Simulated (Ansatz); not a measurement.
# Mg (P6_3/mmc) in Ansatz: further runs

The runs below take Mg through single point, with r2SCAN0, r2SCANh.

All numbers are computed with Ansatz 0.2.0; they aren't measurements. Logs are shortened: lines on timing, memory, paths and dates and some standing lists are left out, and cuts for length are marked.

### 1 Starting point

It takes space group P6_3/mmc (No. 194, hexagonal). Conventional cell: a = 3.177 Å, b = 3.177 Å, c = 10.319 Å, α = 90.00°, β = 90.00°, γ = 120.00°. Around Mg (site symmetry -6m2) lie 12 Mg at 3.17 to 3.18 Å. Mg (site symmetry -3m) is surrounded by 12 Mg at 3.17 to 3.18 Å.

### 2 Single point, r2SCAN0

The input, input.yaml:

```yaml
crystal:
  lattice:
    - [3.1768261656, 0.0, 0.0]
    - [-1.5884130828, 2.7512121628, 0.0]
    - [0.0, 0.0, 10.31886201]
  atoms:
    - { symbol: Mg, position: [0.6666666667, 0.3333333333, 0.75] }
    - { symbol: Mg, position: [0.0, 0.0, 0.5] }
    - { symbol: Mg, position: [0.3333333333, 0.6666666667, 0.25] }
    - { symbol: Mg, position: [0.0, 0.0, 0.0] }
hamiltonian:
  xc: r2scan0
  pseudopotentials: { kind: paw }
kpoints:
  mp_grid: { grid: [5, 5, 2] }
scf:
  occupations: { method: fermi_dirac, width: 0.05 }
output:
  forces: true
  stress: true
  eigenvalues: true
```

Potentials or basis: Ansatz PAW.

Command:

```bash
> ansatz run input.yaml --threads 2 --pin off --max-ram 5632MiB --backend cpu --events-out ev --progress --plain --runs-dir out
```

What it wrote:

```text
Warning: output.stress: scf.convergence.dr2_threshold = 1e-7 eV (the SCF's general default) is looser than the 4e-10 eV advised for a printed stress (1e-10 eV for each atom of the cell: 4). What an SCF threshold leaves in a stress goes as its square root, and in the free energy as the threshold itself, and one threshold admits the most on a small cell: of the crystals measured, under no hybrid functional and no lock of the moments, on runs that ended without the residual-converged pass, on stresses that held no estimate of that error, the worst erred by over 100 MPa in a component at 1e-7 eV an atom and by under 5 at 1e-10. Set scf.convergence.dr2_threshold to 4e-10 eV or tighter. The threshold is an SCF's pass mark: one that does not reach it within its budget of iterations ends unconverged, or closes short of it on a stop that the run arms, and scf.convergence.dr2_threshold's page says what that costs each kind of run
Warning: output.stress: scf.exx.energy_threshold = 1e-6 eV is looser than the 4e-8 eV advised for a stress under a hybrid functional (1e-8 eV for each atom of the cell: 4). Every SCF of the exchange loop can meet its threshold on dr2 while the loop round them stops early: no threshold on dr2 bounds what that leaves in the stress. Set scf.exx.energy_threshold to 4e-8 eV or tighter. The threshold is the loop's pass mark: a loop that does not reach it within its budget of cycles ends unconverged, and scf.exx.energy_threshold's page has the law
Warning: RAYON_NUM_THREADS=2 ignored (pool sized by the plan → 2); use --threads N
Engine: ansatz 0.2.0, x86_64-unknown-linux-gnu
Pseudopotentials: kind: paw
Pseudopotential: Mg, paw, valence charge 10, recommended cutoff 500 eV (meta_gga), Mg.paw.azcp
Functional definition: r2SCAN0
  parameter a = 0.25
  parameter k0 = 0.174
  parameter k1 = 0.065
  parameter a1 = 4.9479
  exchange = (1 - a)*r2scan_x(k0 = k0, k1 = k1, a1 = a1) + a*exact_x
  correlation = r2scan_c
Crystal: 4 atoms, lattice volume = 90.188 Å³
Basis set: ecut = 500 eV, 2287 PW (Γ), exchange–correlation on 96×96×320 points (64 copies of the dense FFT grid, shifted against one another)
Bands: 24, of which v1, the nominal top of the filled ones, is band 20 counted from 1 (19 counted from 0)
Symmetry: 24 space group operations
Space group: P63/mmc (ITA 194), of the structure as read, at distance tolerance 4.5e-5 Å
k-points: 10 of 50
Non-local potential: Mg, projectors of the file, l = 0: 3, l = 1: 2, l = 2: 1
PAW form: soft (Blöchl's): semilocal exchange-correlation on the pseudo side does not see the compensation charge
PAW frozen core: Mg, regenerated for the run's functional, and the local potential with it (the file was generated under x = pbe(κ = 0.804, μ = 0.2195149727645171), c = pbe(β = 0.06672455060314922))
PAW one-centre angular grid: Mg, 302 points (default); XC on 224 Gauss nodes
Initial density: superposition of atomic densities (neutral atoms: chi_scale 0, normalization atom), corrected by the library's trained network
Initial wavefunctions: pseudopotential atomic-orbital guess
Functional: x = r2scan, c = r2scan; τ floored in thin density (d = 2e-4 eV/Å³), warm-up for x = 0.75 r2scan + 0.25 exact, c = r2scan; τ floored in thin density (d = 2e-4 eV/Å³)
SCF iter   1: F=—  HF=-7705.637170 eV  |F-HF|=—  |Δ(HF+E_count)|=         —  Δρ=7.68e-3  dr2=2.12e-2  dr2_τ=1.32e-3  ethr=1.77e-3  ⟨swp⟩=13.0  Hψ=1290  notcnv=1
preconditioner: auto → none  [insulator: Δε(μ)=0.269 eV  Ē_g=5.708 eV  σ=0.050 eV  W_gap=0.79  n_scr=24 (ndim 8)  ℏωp=11.1 eV  f_vac=0.000  D(μ)=0.88/eV (n_scr^D=4)]
SCF iter   2: F=—  HF=-7705.652023 eV  |F-HF|=—  |Δ(HF+E_count)|=   1.49e-2  Δρ=2.66e-3  dr2=3.68e-3  dr2_τ=7.31e-5  ethr=5.30e-5  ⟨swp⟩=3.3  Hψ=707  notcnv=0  defer=1
iter 3 solved again at ethr=5.10e-7 eV; its pass at ethr=9.21e-6 eV (dr2=2.04e-4 eV) is discarded
SCF iter   3: F=—  HF=-7705.652934 eV  |F-HF|=—  |Δ(HF+E_count)|=   9.11e-4  Δρ=4.51e-4  dr2=2.05e-4  dr2_τ=3.30e-6  ethr=5.10e-7  ⟨swp⟩=2.2  Hψ=975  notcnv=0  defer=1
SCF iter   4: F=—  HF=-7705.652986 eV  |F-HF|=—  |Δ(HF+E_count)|=   5.16e-5  Δρ=9.69e-5  dr2=4.09e-5  dr2_τ=7.86e-8  ethr=5.10e-7  ⟨swp⟩=3.3  Hψ=481  notcnv=0  defer=1
SCF iter   5: F=—  HF=-7705.652974 eV  |F-HF|=—  |Δ(HF+E_count)|=   1.17e-5  Δρ=1.57e-5  dr2=1.26e-7  dr2_τ=8.85e-9  ethr=1.02e-7  ⟨swp⟩=3.5  Hψ=484  notcnv=0  defer=1
SCF iter   6: F=—  HF=-7705.652975 eV  |F-HF|=—  |Δ(HF+E_count)|=   3.47e-7  Δρ=5.26e-6  dr2=1.17e-8  dr2_τ=3.49e-9  ethr=3.15e-10  ⟨swp⟩=4.3  Hψ=822  notcnv=0  defer=1
SCF iter   7: F=-7705.652975 eV  HF=-7705.652975 eV  |F-HF|=8.73e-11  |Δ(HF+E_count)|=   1.67e-8  Δρ=8.07e-7  dr2=2.63e-10  dr2_τ=4.96e-11  ethr=2.92e-11  ⟨swp⟩=3.4  Hψ=557  notcnv=0  defer=1
SCF 1 converged in 7 iterations: F = -7705.652975 eV  dr2 = 2.63e-10
Initial density: handed on by an earlier stage of this run
Initial wavefunctions: those handed on with the density
Functional: x = 0.75 r2scan + 0.25 exact, c = r2scan; τ floored in thin density (d = 2e-4 eV/Å³)
Frozen-core exchange: fock
iter 1 solved again at ethr=2.10e-6 eV; its pass at ethr=1.00e-1 eV (dr2=8.38e-4 eV) is discarded
SCF iter   1: F=—  HF=-7704.792384 eV  |F-HF|=—  |Δ(HF+E_count)|=         —  Δρ=1.27e-3  dr2=1.02e-3  dr2_τ=4.15e-5  ethr=2.10e-6  ⟨swp⟩=5.6  Hψ=1424  notcnv=0
preconditioner: auto → none  [insulator: Δε(μ)=0.713 eV  Ē_g=6.948 eV  σ=0.050 eV  W_gap=0.83  n_scr=24 (ndim 8)  ℏωp=11.1 eV  f_vac=0.000  D(μ)=0.67/eV (n_scr^D=2)]
SCF iter   2: F=—  HF=-7704.791575 eV  |F-HF|=—  |Δ(HF+E_count)|=   8.09e-4  Δρ=3.48e-4  dr2=3.44e-4  dr2_τ=7.57e-6  ethr=1.76e-6  ⟨swp⟩=3.0  Hψ=639  notcnv=0
SCF iter   3: F=—  HF=-7704.791529 eV  |F-HF|=—  |Δ(HF+E_count)|=   4.60e-5  Δρ=4.83e-5  dr2=2.80e-4  dr2_τ=2.98e-7  ethr=1.50e-7  ⟨swp⟩=3.0  Hψ=642  notcnv=0
SCF iter   4: F=—  HF=-7704.793337 eV  |F-HF|=—  |Δ(HF+E_count)|=   1.81e-3  Δρ=1.76e-4  dr2=3.93e-5  dr2_τ=4.30e-8  ethr=2.46e-9  ⟨swp⟩=4.8  Hψ=939  notcnv=0  defer=1
SCF iter   5: F=—  HF=-7704.793319 eV  |F-HF|=—  |Δ(HF+E_count)|=   1.86e-5  Δρ=1.44e-5  dr2=1.68e-5  dr2_τ=1.70e-8  ethr=2.46e-9  ⟨swp⟩=4.0  Hψ=799  notcnv=0
SCF iter   6: F=—  HF=-7704.793390 eV  |F-HF|=—  |Δ(HF+E_count)|=   7.10e-5  Δρ=4.90e-5  dr2=2.79e-6  dr2_τ=2.54e-9  ethr=3.62e-10  ⟨swp⟩=4.5  Hψ=894  notcnv=0  defer=1
SCF iter   7: F=-7704.793388 eV  HF=-7704.793388 eV  |F-HF|=1.66e-9  |Δ(HF+E_count)|=   1.83e-6  Δρ=1.13e-6  dr2=3.87e-8  dr2_τ=1.43e-11  ethr=3.62e-10  ⟨swp⟩=4.0  Hψ=682  notcnv=0
SCF 2 converged in 7 iterations: F = -7704.793388 eV  dr2 = 3.87e-8
hybrid outer 1: dexx = +2.197e-3 eV, tail = 4.86e-5 eV
Frozen-core exchange: fock
SCF iter   1: F=—  HF=-7704.793261 eV  |F-HF|=—  |Δ(HF+E_count)|=         —  Δρ=5.20e-5  dr2=4.09e-6  dr2_τ=2.09e-8  ethr=6.07e-7  ⟨swp⟩=2.4  Hψ=484  notcnv=0
preconditioner: auto → none  [insulator: Δε(μ)=0.752 eV  Ē_g=6.951 eV  σ=0.050 eV  W_gap=0.83  n_scr=24 (ndim 8)  ℏωp=11.1 eV  f_vac=0.000  D(μ)=0.67/eV (n_scr^D=2)]
SCF iter   2: F=—  HF=-7704.793261 eV  |F-HF|=—  |Δ(HF+E_count)|=   5.61e-7  Δρ=5.50e-6  dr2=3.21e-6  dr2_τ=1.83e-9  ethr=2.29e-9  ⟨swp⟩=4.0  Hψ=787  notcnv=0
SCF iter   3: F=—  HF=-7704.793344 eV  |F-HF|=—  |Δ(HF+E_count)|=   8.28e-5  Δρ=9.85e-6  dr2=9.45e-8  dr2_τ=2.45e-10  ethr=3.99e-11  ⟨swp⟩=4.2  Hψ=899  notcnv=0
SCF iter   4: F=—  HF=-7704.793343 eV  |F-HF|=—  |Δ(HF+E_count)|=   5.79e-8  Δρ=1.41e-6  dr2=3.54e-8  dr2_τ=1.25e-10  ethr=3.99e-11  ⟨swp⟩=3.4  Hψ=613  notcnv=0
SCF iter   5: F=-7704.793344 eV  HF=-7704.793344 eV  |F-HF|=3.51e-9  |Δ(HF+E_count)|=   2.09e-7  Δρ=1.91e-6  dr2=4.59e-9  dr2_τ=5.59e-11  ethr=7.06e-12  ⟨swp⟩=4.2  Hψ=677  notcnv=0  defer=1
SCF 3 converged in 5 iterations: F = -7704.793344 eV  dr2 = 4.59e-9
  Residual-converged pass: ⟨swp⟩=2.0  Hψ=371  notcnv=0  max |occ|·‖R‖ = 2.4e-6 eV (tolerance 2.4e-6 eV)  dr2=4.59e-9  dr2_τ=5.57e-11  dr2_onsite=4.98e-10  max |Δocc| = 9.4e-16
hybrid outer 2: dexx = +3.030e-7 eV, tail = 1.53e-8 eV, Δε = 1.76e-3 eV (about 8.54e-5 eV left of the loop's levels)
hybrid SCF converged: 2 outer / 12 inner (+7 warm-up), last move |dexx| = 3.03e-7 eV, tail = 1.53e-8 eV
Stability not checked: this state was not tested for a lower state beside it, because the functional holds exact exchange (a hybrid, or Hartree-Fock), whose exchange loop this test does not read (fock_operator; see scf.lower_state_search)
Free energy (F): -7704.793344 eV
Frozen-core exchange: fock
Harris-Foulkes:  -7704.793344 eV  (|F-HF|=3.51e-9)
Internal energy: -7704.787923 eV  (E = F + TS)
E sigma→0 (E₀):  -7704.790634 eV
Entropy (-TS):   -0.005420 eV (-1.355 meV/atom)
Fermi energy:    5.537085 eV
--- Per-component energies (eV) ---
  E_band       = -1614.900051
  E_kinetic    = 298.270349
  E_local      = -6458.724834  (includes V_loc(G=0)·N_el)
  E_nonlocal   = 380.841024
  E_hartree    = 2308.579347
  E_xc         = -83.050268
  E_vxc        = -118.062398  (∫ρ·V_xc dr)
  E_exx        = -220.682026  (= α·E_x^exact, valence–valence)
  E_paw        = -985.516613  (= ΣΔE_a)
  E_vpaw       = 100.404000  (= ΣTr[D̂ρ^β])
  E_aug_tail   = -0.000005  (compensation charges beyond the density's cutoff)
  E_vtau       = 6.577435  (kinetic-family band-sum trace: ∫τ·v_τ [+ j·A + Jᵃ·Aᵃ] dr)
  E_ewald      = -2944.290850
  E_core_change = -0.214047  (= ΣΔE_core)
  E_smearing   = -0.005420  (= −TS)
  E_closure    = -0.000000  (closes the sum)
  Σ components = -7704.793344   (vs F -7704.793344, Δ=0.00e0)
--- Forces (eV/Å), atoms counted from 1 ---
  atom   1  Mg     0.00000000     0.00000000     0.00000000
  atom   2  Mg    -0.00000000     0.00000000     0.00000000
  atom   3  Mg     0.00000000    -0.00000000     0.00000000
  atom   4  Mg     0.00000000     0.00000000     0.00000000
  max |Σ_I F_I| component: 1.85e-17 eV/Å
--- Stress (GPa, compression-positive) ---
       -0.288100       0.000000       0.000000
        0.000000      -0.288100       0.000000
        0.000000       0.000000       1.063892
  P = ⅓ Tr σ = 0.1626 GPa (1.626 kbar)
--- Band table (eV; the first three rows and the last of 10) ---
  k-point 0: bands = ["-78.1808", "-78.1807", "-78.1611", "-78.1609", "-41.9706", "-41.9603", "-41.9403", "-41.9340", "-41.9340", "-41.9336", "-41.9336", "-41.9299", "-41.9158", "-41.9158", "-41.9155", "-41.9155", "-3.0057", "-1.3307", "-1.3174", "3.2942", "4.1166", "11.9777", "11.9912", "18.4469"]
  k-point 1: bands = ["-78.1808", "-78.1808", "-78.1610", "-78.1610", "-41.9664", "-41.9664", "-41.9343", "-41.9343", "-41.9338", "-41.9338", "-41.9338", "-41.9338", "-41.9156", "-41.9156", "-41.9156", "-41.9156", "-2.5887", "-2.5887", "0.7364", "0.7364", "7.8656", "7.8656", "16.3369", "16.3369"]
  k-point 2: bands = ["-78.1800", "-78.1799", "-78.1603", "-78.1602", "-41.9667", "-41.9600", "-41.9470", "-41.9427", "-41.9362", "-41.9357", "-41.9348", "-41.9313", "-41.9243", "-41.9236", "-41.9178", "-41.9173", "-2.0500", "-0.3959", "-0.3830", "4.2738", "5.0891", "11.8682", "12.4722", "12.9704"]
  k-point 9: bands = ["-78.1784", "-78.1784", "-78.1587", "-78.1587", "-41.9588", "-41.9588", "-41.9583", "-41.9583", "-41.9464", "-41.9464", "-41.9363", "-41.9363", "-41.9334", "-41.9334", "-41.9264", "-41.9264", "3.8385", "3.8385", "4.1287", "4.1287", "7.5253", "7.5253", "7.8592", "7.8592"]
```

Run time: 7.8 s. Hardware: 2 threads of AMD EPYC 9R45 (Zen 5), shared host; peak memory 1.1 GiB.

What came out:

| Quantity | Value |
| --- | --- |
| Free energy | -7704.7933 eV |
| Pressure | 0.2 GPa |
| Band gap on the k mesh | none (metal or under the smearing width) |

Caveat: the k mesh is coarse (spacing up to 0.46 Å⁻¹), so the values aren't converged, least of all with exact exchange; the PAW data sets come from PBE, with cores solved anew for the run's functional, which leaves a small shift of forces and pressure; the thresholds are loose for stress.

### 3 Single point, r2SCANh

input.yaml: that of step 2 with these lines changed.

```diff
@@ -11,3 +11,3 @@
 hamiltonian:
-  xc: r2scan0
+  xc: r2scanh
   pseudopotentials: { kind: paw }
```

Potentials or basis: Ansatz PAW.

Command:

```bash
> ansatz run input.yaml --threads 2 --pin off --max-ram 5632MiB --backend cpu --events-out ev --progress --plain --runs-dir out
```

Wall time 7.1 s (2 threads of AMD EPYC 9R45 (Zen 5), shared host); peak memory 1.1 GiB.

The run converged. Its results:

```
Free energy            : -7705.3049 eV
Pressure               : 0.1 GPa
Band gap on the k mesh : none (metal or under the smearing width)
```

Stress tensor (GPa, compression positive):
```
-0.32  0.00  0.00
 0.00 -0.32  0.00
 0.00  0.00  1.03
```

Levels at points of the mesh, in eV from the Fermi level:
| k point | band 17 | band 18 | band 19 | band 20 | band 21 | band 22 | band 23 | band 24 |
| --- | --- | --- | --- | --- | --- | --- | --- | --- |
| (0.00, 0.00, 0.00) | -7.84 | -6.27 | -6.27 | -2.01 | -1.22 | 5.89 | 5.90 | 12.31 |
| (0.00, 0.00, -0.50) | -7.45 | -7.45 | -4.34 | -4.34 | 1.98 | 1.98 | 10.20 | 10.20 |

Caveat: the k mesh is coarse (spacing up to 0.46 Å⁻¹), so the values aren't converged, least of all with exact exchange; the PAW data sets come from PBE, with cores solved anew for the run's functional, which leaves a small shift of forces and pressure; the thresholds are loose for stress.
